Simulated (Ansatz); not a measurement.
The system is CdSe (Cadmoselite).

```
CELL_PARAMETERS angstrom
4.30000 0.00000 0.00000
-2.15000 3.72391 0.00000
0.00000 0.00000 7.02000
ATOMIC_POSITIONS crystal
Cd 0.66667 0.33333 0.50000
Cd 0.33333 0.66667 0.00000
Se 0.66667 0.33333 0.88500
Se 0.33333 0.66667 0.38500
```

Base run:

| Quantity | Value |
| --- | --- |
| Program | Ansatz 0.2.0 |
| Functional | SVWN5 |
| Potentials or basis | Ansatz PAW |
| Cutoff | 420 eV (not typed: the program's choice for these potentials) |
| k mesh | 7 × 7 × 4 |
| Occupations | fermi-dirac, width 0.05 eV |
| Spin | no spin polarisation |

Its results: band gap on the k mesh 0.43 eV, direct; pressure -1.8 GPa; largest force 0.253 eV/Å.

Problem. The run is repeated on the same cell with these changes: functional from SVWN5 to LDA; spin from no spin polarisation to spin-orbit coupling, no magnetisation; potential files from those of the base run to others of the same set. What comes out?

Solution. Band gap on the k mesh 0.31 eV, direct; pressure -1.8 GPa; largest force 0.253 eV/Å.

Several settings changed at once, so the effect can't be laid on one alone.

Caveats: the PAW data sets come from PBE, with cores solved anew for the run's functional, which leaves a small shift of forces and pressure.
